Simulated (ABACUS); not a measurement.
## Rh: equation of state with r2SCAN

**The experiment to reproduce.**

From “Thermal equation of state of rhodium characterized by XRD in a resistively heated diamond anvil cell”, 2024, pmc:11535440, for a bulk crystal of Rh: bulk modulus 264 ± 1 GPa.

Crystal: Rh.

```
CELL_PARAMETERS angstrom
0.00000 1.89785 1.89785
1.89785 0.00000 1.89785
1.89785 1.89785 0.00000
ATOMIC_POSITIONS crystal
Rh 0.00000 0.00000 0.00000
```

```yaml
Program: ABACUS 3.10.1
Task: equation of state
Functional: r2SCAN
Potentials_or_basis: SG15 ONCV 1.2 PBE
Cutoff: 1401 eV
Density_cutoff: 5606 eV
Basis: plane waves
k_mesh: 8 × 8 × 8
Occupations: fermi-dirac, width 0.05 eV
Spin: no spin polarisation
Radial_cutoff_of_the_potentials_pseudo_rcut: 10 bohr
SCF_threshold_on_the_density: 1e-08
Max_SCF_steps: 100
Eigensolver: dav
Mixing: broyden
Mixing_share: 0.7
Symmetry_key: 1
```

```
Equilibrium volume                      : 13.66 Å³/atom
Bulk modulus                            : 286 GPa
Pressure derivative of the bulk modulus : 5.1 (rough: it moves with the points fitted)
```

Energy against volume, from the lowest point:
```tsv
volume (Å³/atom)	energy (meV/atom)
12.851	43.42
13.398	0.00
13.945	0.66
14.492	35.82
```

All runs of the series together: 46 s on 4 threads of Intel(R) Xeon(R) Platinum 8488C (Sapphire Rapids), on a shared host.

A measured bulk modulus of Rh is 264 GPa (quoted in “Thermal equation of state of rhodium characterized by XRD in a resistively heated diamond anvil cell”, 2024, pmc:11535440); the calculated 286 GPa misses it by +8.3 %. The fit is for a static lattice scaled at fixed shape and fixed fractional positions.

Caveat: the potentials were made for another functional, which shifts forces and pressure.
